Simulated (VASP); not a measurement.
# ZnSe (F-43m) in VASP: further runs, part 2 of 2

VASP 6.6.1.

**3. Relaxation of cell and atoms, PBE**

This run uses another cell than the first one, of 23.75 Å³/atom, 1.044 times its volume.

The input, INCAR:

```
SYSTEM = ZnSe
PREC     = Accurate       ! precision mode
ENCUT    = 520            ! plane-wave cutoff, eV
EDIFF    = 1E-7           ! SCF threshold, eV
ISMEAR   = 0              ! smearing method
SIGMA    = 0.02           ! smearing width, eV
LREAL    = .FALSE.        ! projectors in reciprocal space
LASPH    = .TRUE.         ! aspherical terms in the spheres
NELM     = 60             ! most SCF steps
ALGO     = Normal         ! electronic algorithm
ISIF     = 3              ! what is computed and relaxed
LWAVE    = .FALSE.        ! write WAVECAR
LCHARG   = .FALSE.        ! write CHGCAR
GGA      = PE             ! functional
IBRION   = 2              ! ionic algorithm
NSW      = 80             ! ionic steps
EDIFFG   = -0.002         ! ionic threshold
```

The input, KPOINTS:

```
regular mesh
0
G
  4 4 4
  0 0 0
```

The input, POSCAR:

```
ZnSe                                    
1.0
   -0.0000000000      2.8746209096      2.8746209096
    2.8746209096      0.0000000000      2.8746209096
    2.8746209096      2.8746209096      0.0000000000
  Zn              Se            
     1     1
Direct
     0.0000000000000000    0.0000000000000000    0.0000000000000000
     0.2500000000000000    0.2500000000000000    0.2500000000000000
```

Potentials or basis: VASP PAW PBE potentials, release 64 (Zn, Se).

The run is started by

```console
$ cat potpaw_PBE.64/Zn/POTCAR potpaw_PBE.64/Se/POTCAR > POTCAR
$ mpirun -np 1 vasp_std > vasp.out
```

OUTCAR:

```text
SYSTEM = ZnSe
   PREC = Accurate
   ENCUT = 520
   EDIFF = 1E-7
   ISMEAR = 0
   LREAL = .FALSE.
   LASPH = .TRUE.
   NELM = 60
   ISIF = 3
   GGA = PE
   IBRION = 2
   NSW = 80
   EDIFFG = -0.002

 ion  position               nearest neighbor table
   1  0.000  0.000  0.000-   2 2.49   2 2.49   2 2.49   2 2.49
   2  0.250  0.250  0.250-   1 2.49   1 2.49   1 2.49   1 2.49

  LATTYP: Found a face centered cubic cell.
 ALAT       =     5.7492418192

  Lattice vectors:

 A1 = (   0.0000000000,   2.8746209096,   2.8746209096)
 A2 = (   2.8746209096,   0.0000000000,   2.8746209096)
 A3 = (   2.8746209096,   2.8746209096,   0.0000000000)

Analysis of symmetry for initial positions (statically):
=====================================================================
 Subroutine PRICEL returns:
 Original cell was already a primitive cell.

 Routine SETGRP: Setting up the symmetry group for a
 face centered cubic supercell.

 Subroutine GETGRP returns: Found 24 space group operations
 (whereof 24 operations were pure point group operations)
 out of a pool of 48 trial point group operations.

The static configuration has the point symmetry T_d .

Analysis of symmetry for dynamics (positions and initial velocities):
=====================================================================
 Subroutine PRICEL returns:
 Original cell was already a primitive cell.

 Routine SETGRP: Setting up the symmetry group for a
 face centered cubic supercell.

 Subroutine GETGRP returns: Found 24 space group operations
 (whereof 24 operations were pure point group operations)
 out of a pool of 48 trial point group operations.

The dynamic configuration has the point symmetry T_d .

 Subroutine INISYM returns: Found 24 space group operations
 (whereof 24 operations are pure point group operations),
[... 156 lines left out ...]

  FREE ENERGIE OF THE ION-ELECTRON SYSTEM (eV)
  ---------------------------------------------------
  free  energy   TOTEN  =        -5.9692986527 eV

  energy  without entropy=       -5.9692986527  energy(sigma->0) =       -5.96929865

--------------------------------------- Ionic step        2  -------------------------------------------

 number of electron      18.0000013 magnetization

 Free energy of the ion-electron system (eV)
  ---------------------------------------------------
  ext. energy  EPLUGINS =         0.00000000
  ---------------------------------------------------
  free energy    TOTEN  =        -5.96929873 eV

  energy without entropy =       -5.96929873  energy(sigma->0) =       -5.96929873

 E-fermi :   1.4093     XC(G=0):  -9.1116

 val. band max:        1.2826072708   @ k =   0.0000   0.0000   0.0000
 cond. band min:       2.3877381371   @ k =   0.0000   0.0000   0.0000
 fundamental gap:      1.1051308663
 Fermi energy:         1.4093000728

 k-point     1 :       0.0000    0.0000    0.0000
  band No.  band energies     occupation
      1     -11.7039      2.00000
      2      -5.1458      2.00000
      3      -5.1458      2.00000
      4      -5.1458      2.00000
      5      -4.8169      2.00000
      6      -4.8169      2.00000
      7       1.2826      2.00000
      8       1.2826      2.00000
      9       1.2826      2.00000
     10       2.3877      0.00000
     11       7.0712      0.00000
     12       7.0712      0.00000
     13       7.0712      0.00000
[... 98 lines left out ...]
  band No.  band energies     occupation
      1     -10.7348      2.00000
      2      -5.0322      2.00000
      3      -4.9623      2.00000
      4      -4.8433      2.00000
      5      -4.8403      2.00000
      6      -4.5478      2.00000
      7      -3.2113      2.00000
      8      -1.3157      2.00000
      9      -1.1916      2.00000
     10       6.6220      0.00000
     11       6.7530      0.00000
     12       8.1310      0.00000
     13       8.9812      0.00000

------------------------ aborting loop because EDIFF is reached ----------------------------------------

  FORCE on cell =-STRESS in cart. coord.  units (eV):
  Direction    XX          YY          ZZ          XY          YZ          ZX
  --------------------------------------------------------------------------------------
  -------------------------------------------------------------------------------------
  Total       -0.0032698     -0.0032698     -0.0032698      0.0000000      0.0000000      0.0000000
  in kB       -0.1102368     -0.1102368     -0.1102368      0.0000000      0.0000000      0.0000000
  external PRESSURE =      -0.1102368 kB  Pullay stress =       0.0000000 kB

 VOLUME and BASIS-vectors are now :
 -----------------------------------------------------------------------------
  energy-cutoff  :      520.00
  volume of cell :       47.52
      direct lattice vectors                 reciprocal lattice vectors
     0.000000000  2.874916827  2.874916827    -0.173918075  0.173918075  0.173918075
     2.874916827 -0.000000000  2.874916827     0.173918075 -0.173918075  0.173918075
     2.874916827  2.874916827  0.000000000     0.173918075  0.173918075 -0.173918075

 POSITION                                       TOTAL-FORCE (eV/Angst)
 -----------------------------------------------------------------------------------
      2.87492      2.87492      5.74983        -0.000000     -0.000000     -0.000000
      1.43746      1.43746      1.43746         0.000000      0.000000      0.000000
 -----------------------------------------------------------------------------------
    total drift:                               -0.000001     -0.000001     -0.000001

  FREE ENERGIE OF THE ION-ELECTRON SYSTEM (eV)
  ---------------------------------------------------
  free  energy   TOTEN  =        -5.9692987343 eV

  energy  without entropy=       -5.9692987343  energy(sigma->0) =       -5.96929873

 reached required accuracy - stopping structural energy minimisation
```

CONTCAR:

```text
ZnSe
   1.00000000000000
     0.0000000000000000    2.8749168270820804    2.8749168270820804
     2.8749168270820804   -0.0000000000000000    2.8749168270820804
     2.8749168270820804    2.8749168270820804    0.0000000000000000
  Zn              Se
     1     1
Direct
     1.0000000000000000    1.0000000000000000    0.0000000000000000
     0.2500000000000000    0.2500000000000000    0.2500000000000000

  0.00000000E+00  0.00000000E+00  0.00000000E+00
  0.00000000E+00  0.00000000E+00  0.00000000E+00
```

It took 12 s on 1 thread of Intel Xeon Platinum 8259CL at 2.50GHz (Skylake/Cascade Lake), shared host; peak memory 0.16 GiB.

What came out:

* Free energy: -5.9693 eV
* Relaxed volume: 23.76 Å³/atom
* Relaxed cell: a = 4.066 Å, b = 4.066 Å, c = 4.066 Å, α = 60.00°, β = 60.00°, γ = 60.00°
* Space group after relaxing (to 0.05 Å): F-43m (No. 216)
* Energy gained by relaxing: 0.0 meV/atom
* Ionic steps: 2
* Pressure after relaxing: 0.0 GPa
* Band gap on the k mesh: 1.11 eV, direct

Final structure:
```cif
data_structure
_symmetry_space_group_name_H-M 'P 1'
_symmetry_Int_Tables_number 1
_cell_length_a 4.0657
_cell_length_b 4.0657
_cell_length_c 4.0657
_cell_angle_alpha 60.000
_cell_angle_beta 60.000
_cell_angle_gamma 60.000
_cell_volume 47.52
loop_
_atom_site_label
_atom_site_type_symbol
_atom_site_fract_x
_atom_site_fract_y
_atom_site_fract_z
_atom_site_occupancy
Zn1 Zn 0.00000 0.00000 0.00000 1
Se1 Se 0.25000 0.25000 0.25000 1
```

Caveat: the k mesh is coarse (spacing up to 0.47 Å⁻¹), so the values aren't converged.
